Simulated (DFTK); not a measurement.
# Fe (Im-3m) in DFTK: a series of runs

The runs below take Fe through single point, with PBE, PBEsol.

Everything below comes from runs of DFTK 0.8.2. Logs are shortened: lines on timing, memory, paths and dates and some standing lists are left out, and cuts for length are marked.

## Step 1: Starting point

The structure is cubic, space group Im-3m (No. 229). The conventional cell has a = 2.886 Å, b = 2.886 Å, c = 2.886 Å, α = 90.00°, β = 90.00°, γ = 90.00°. Fe (site symmetry m-3m) is surrounded by 8 Fe at 2.50 Å.

## Step 2: Single point, PBE, collinear spin, ferromagnetic start

File run.jl:

```julia
using DFTK
using PseudoPotentialData
using Unitful, UnitfulAtomic
using LinearAlgebra, Printf
include("save.jl")
disable_threading()

# lattice vectors are the columns
lattice = austrip(1u"Å") * [        -1.443          1.443          1.443;
                    1.443         -1.443          1.443;
                    1.443          1.443         -1.443]
symbols   = [:Fe]
positions = [[0.0, 0.0, 0.0]]
pseudopotentials = PseudoFamily("dojo.nc.sr.pbe.v0_4_1.standard.upf")
elements = Dict(s => ElementPsp(s, pseudopotentials) for s in unique(symbols))
atoms    = [elements[s] for s in symbols]
magnetic_moments = [3.0]

build_model(lattice, positions; symmetries=true) =
    model_DFT(lattice, atoms, positions;
              functionals=PBE(),
              magnetic_moments,
              spin_polarization=:collinear,
              temperature=austrip(0.05u"eV"),
              smearing=Smearing.FermiDirac(),
              symmetries)
Ecut  = 45.0  # hartree
kgrid = [13, 13, 13]
tol   = 1e-6
to_GPa = ustrip(uconvert(u"GPa", 1u"hartree/bohr^3"))

model = build_model(lattice, positions)
basis = PlaneWaveBasis(model; Ecut, kgrid)
display(basis)
scfres = self_consistent_field(basis;
                               tol,
                               ρ=guess_density(basis, magnetic_moments),
                               nbandsalg=AdaptiveBands(model; n_bands_converge=14))
display(scfres.energies)
@printf "Fermi level: %.6f eV\n" ustrip(auconvert(u"eV", something(scfres.εF, NaN)))
forces = compute_forces_cart(scfres)
println("Forces (eV/Å)")
for (s, f) in zip(symbols, forces)
    @printf "%-3s %12.6f %12.6f %12.6f\n" s ustrip.(auconvert.(u"eV/Å", f))...
end
stress = compute_stresses_cart(scfres)
println("Stress (GPa)")
display(round.(stress * to_GPa; digits=4))
@printf "Total moment: %.4f μB\n" sum(spin_density(scfres.ρ)) * scfres.basis.dvol
println("Levels at the first k-point (eV): ", round.(ustrip.(auconvert.(u"eV", scfres.eigenvalues[1][1:scfres.n_bands_converge])); digits=4))
save_scf!(scfres; forces, stress)
```

Potentials or basis: dojo.nc.sr.pbe.v0_4_1.standard.upf (PBE).

Run with:

```bash
julia --threads=1 run.jl  # save.jl only writes the numbers to a file and isn't shown; printed stress counts tension as positive; times include loading and compiling
```

Standard output:

```text
PlaneWaveBasis discretization:

    Ecut                 : 45.0 Ha
    fft_size             : (32, 32, 32), 32768 total points
    kgrid                : MonkhorstPack([13, 13, 13])
    num.   red. kpoints  : 2197
    num. irred. kpoints  : 84

    Discretized Model(gga_x_pbe+gga_c_pbe, 3D):
        lattice (in Bohr)    : [-2.72687  , 2.72687   , 2.72687   ]
                               [2.72687   , -2.72687  , 2.72687   ]
                               [2.72687   , 2.72687   , -2.72687  ]
        unit cell volume     : 81.106 Bohr³

        atoms                : Fe
        pseudopot. family    : PseudoFamily("dojo.nc.sr.pbe.v0_4_1.standard.upf")

        num. electrons       : 16
        spin polarization    : collinear
        temperature          : 0.0018375 Ha
        smearing             : DFTK.Smearing.FermiDirac()

        terms                : Kinetic()
                               AtomicLocal()
                               AtomicNonlocal()
                               Ewald(nothing)
                               PspCorrection()
                               Hartree()
                               Xc(gga_x_pbe, gga_c_pbe)
                               Entropy()
n     Energy            log10(ΔE)   log10(Δρ)   Magnet   |Magn|   Diag   Δtime
---   ---------------   ---------   ---------   ------   ------   ----   ------
  1   -125.3279522077                   -0.69    2.499    2.524    4.4    7.86s
  2   -125.3356427022       -2.11       -1.17    2.443    2.527    1.0    3.34s
  3   -125.3388468358       -2.49       -1.63    2.416    2.553    2.2    3.98s
  4   -125.3392343201       -3.41       -1.99    2.421    2.582    1.2    3.73s
  5   -125.3392703577       -4.44       -2.48    2.440    2.602    1.5    3.46s
  6   -125.3392754339       -5.29       -2.89    2.450    2.614    2.0    3.70s
  7   -125.3392763321       -6.05       -3.05    2.457    2.622    1.5    3.87s
  8   -125.3392766192       -6.54       -3.50    2.460    2.626    1.5    3.15s
  9   -125.3392766763       -7.24       -3.88    2.462    2.629    2.2    3.61s
 10   -125.3392766802       -8.41       -4.32    2.463    2.629    1.5    3.32s
 11   -125.3392766812       -9.01       -4.96    2.463    2.629    2.1    4.31s
 12   -125.3392766812      -10.43       -5.85    2.463    2.629    2.2    3.65s
 13   -125.3392766812      -11.78       -6.34    2.463    2.629    3.0    4.12s
Energy breakdown (in Ha):
    Kinetic             57.4870250
    AtomicLocal         -107.2698587
    AtomicNonlocal      -6.8881521
    Ewald               -85.4131407
    PspCorrection       2.9595895
    Hartree             31.5677732
    Xc                  -17.7821470
    Entropy             -0.0003659

    total               -125.339276681193
Fermi level: 12.244851 eV
Forces (eV/Å)
Fe     -0.000000     0.000000    -0.000000
Stress (GPa)
3×3 StaticArraysCore.SMatrix{3, 3, Float64, 9} with indices SOneTo(3)×SOneTo(3):
  5.0235  -0.0     -0.0
 -0.0      5.0235  -0.0
 -0.0     -0.0      5.0235
Total moment: 2.4631 μB
Levels at the first k-point (eV): [-75.743, -41.6705, -41.6705, -41.6705, 4.131, 9.919, 9.919, 9.919, 11.074, 11.074, 36.222, 36.222, 36.222, 41.3408]
```

It took 96 s on 1 thread of Intel Xeon 6975P-C (Granite Rapids), shared host; peak memory 1.8 GiB.

Results:

```yaml
Free_energy: -3410.6555 eV
Pressure: -5.0 GPa
Band_gap_on_the_k_mesh: none (metal or under the smearing width)
Net_moment: 2.46 μB per cell
Absolute_moment: 2.63 μB per cell
Site_moments: Fe +2.46 μB
```

## Step 3: Single point, PBEsol, collinear spin, ferromagnetic start

run.jl, as its differences from that of step 2:

```diff
@@ -13,3 +13,3 @@
 positions = [[0.0, 0.0, 0.0]]
-pseudopotentials = PseudoFamily("dojo.nc.sr.pbe.v0_4_1.standard.upf")
+pseudopotentials = PseudoFamily("dojo.nc.sr.pbesol.v0_4_1.standard.upf")
 elements = Dict(s => ElementPsp(s, pseudopotentials) for s in unique(symbols))
@@ -20,3 +20,3 @@
     model_DFT(lattice, atoms, positions;
-              functionals=PBE(),
+              functionals=PBEsol(),
               magnetic_moments,
```

Potentials or basis: dojo.nc.sr.pbesol.v0_4_1.standard.upf (PBEsol).

Run with:

```bash
julia --threads=1 run.jl  # save.jl only writes the numbers to a file and isn't shown; printed stress counts tension as positive; times include loading and compiling
```

Standard output:

```text
PlaneWaveBasis discretization:

    Ecut                 : 45.0 Ha
    fft_size             : (32, 32, 32), 32768 total points
    kgrid                : MonkhorstPack([13, 13, 13])
    num.   red. kpoints  : 2197
    num. irred. kpoints  : 84

    Discretized Model(gga_x_pbe_sol+gga_c_pbe_sol, 3D):
        lattice (in Bohr)    : [-2.72687  , 2.72687   , 2.72687   ]
                               [2.72687   , -2.72687  , 2.72687   ]
                               [2.72687   , 2.72687   , -2.72687  ]
        unit cell volume     : 81.106 Bohr³

        atoms                : Fe
        pseudopot. family    : PseudoFamily("dojo.nc.sr.pbesol.v0_4_1.standard.upf")

        num. electrons       : 16
        spin polarization    : collinear
        temperature          : 0.0018375 Ha
        smearing             : DFTK.Smearing.FermiDirac()

        terms                : Kinetic()
                               AtomicLocal()
                               AtomicNonlocal()
                               Ewald(nothing)
                               PspCorrection()
                               Hartree()
                               Xc(gga_x_pbe_sol, gga_c_pbe_sol)
                               Entropy()
n     Energy            log10(ΔE)   log10(Δρ)   Magnet   |Magn|   Diag   Δtime
---   ---------------   ---------   ---------   ------   ------   ----   ------
  1   -125.2033508988                   -0.69    2.468    2.493    4.4    30.4s
  2   -125.2119983504       -2.06       -1.16    2.398    2.470    1.0    16.8s
  3   -125.2154346714       -2.46       -1.63    2.363    2.476    2.2    20.1s
  4   -125.2158231451       -3.41       -1.95    2.361    2.490    1.0    14.2s
  5   -125.2158826281       -4.23       -2.48    2.372    2.504    1.6    25.6s
  6   -125.2158864344       -5.42       -3.00    2.377    2.510    1.9    17.4s
  7   -125.2158866815       -6.61       -3.46    2.379    2.513    1.8    25.1s
  8   -125.2158867142       -7.48       -3.81    2.380    2.514    1.6    24.7s
  9   -125.2158867194       -8.29       -4.38    2.380    2.514    1.8    13.5s
 10   -125.2158867201       -9.14       -4.85    2.381    2.514    2.1    14.1s
 11   -125.2158867202      -10.12       -5.31    2.381    2.515    1.9    35.4s
 12   -125.2158867202      -11.21       -5.95    2.381    2.515    1.8    18.5s
 13   -125.2158867202      -12.16       -6.71    2.381    2.515    2.3    25.3s
Energy breakdown (in Ha):
    Kinetic             57.3544916
    AtomicLocal         -106.9714956
    AtomicNonlocal      -7.0161689
    Ewald               -85.4131407
    PspCorrection       2.9685276
    Hartree             31.4641543
    Xc                  -17.6018935
    Entropy             -0.0003615

    total               -125.215886720178
Fermi level: 12.066965 eV
Forces (eV/Å)
Fe      0.000000    -0.000000    -0.000000
Stress (GPa)
3×3 StaticArraysCore.SMatrix{3, 3, Float64, 9} with indices SOneTo(3)×SOneTo(3):
 15.6235  -0.0     -0.0
 -0.0     15.6235  -0.0
 -0.0     -0.0     15.6235
Total moment: 2.3807 μB
Levels at the first k-point (eV): [-75.6069, -41.6514, -41.6514, -41.6514, 3.8733, 9.792, 9.792, 9.792, 10.9687, 10.9687, 35.9431, 35.9431, 35.9431, 41.084]
```

It used 360 s of CPU time on 1 thread of Intel(R) Xeon(R) Processor @ 2.50GHz (Skylake/Cascade Lake) (shared host), which was overloaded at the time.

Results:

- Free energy: -3407.2979 eV
- Pressure: -15.6 GPa
- Band gap on the k mesh: none (metal or under the smearing width)
- Net moment: 2.38 μB per cell
- Absolute moment: 2.51 μB per cell
- Site moments: Fe +2.38 μB

Levels at points of the mesh, in eV from the Fermi level:
Spin up:
| k point | band 5 | band 6 | band 7 | band 8 | band 9 | band 10 | band 11 | band 12 | band 13 | band 14 |
| --- | --- | --- | --- | --- | --- | --- | --- | --- | --- | --- |
| (0.00, 0.00, 0.00) | -8.19 | -2.27 | -2.27 | -2.27 | -1.10 | -1.10 | 23.88 | 23.88 | 23.88 | 29.02 |
Spin down:
| k point | band 4 | band 5 | band 6 | band 7 | band 8 | band 9 | band 10 | band 11 |
| --- | --- | --- | --- | --- | --- | --- | --- | --- |
| (0.00, 0.00, 0.00) | -50.95 | -8.02 | 0.00 | 0.00 | 0.00 | 1.86 | 1.86 | 23.75 |

Caveat: so large a pressure means that the cell lies far from this level's equilibrium, or that cutoff or potentials fall short.
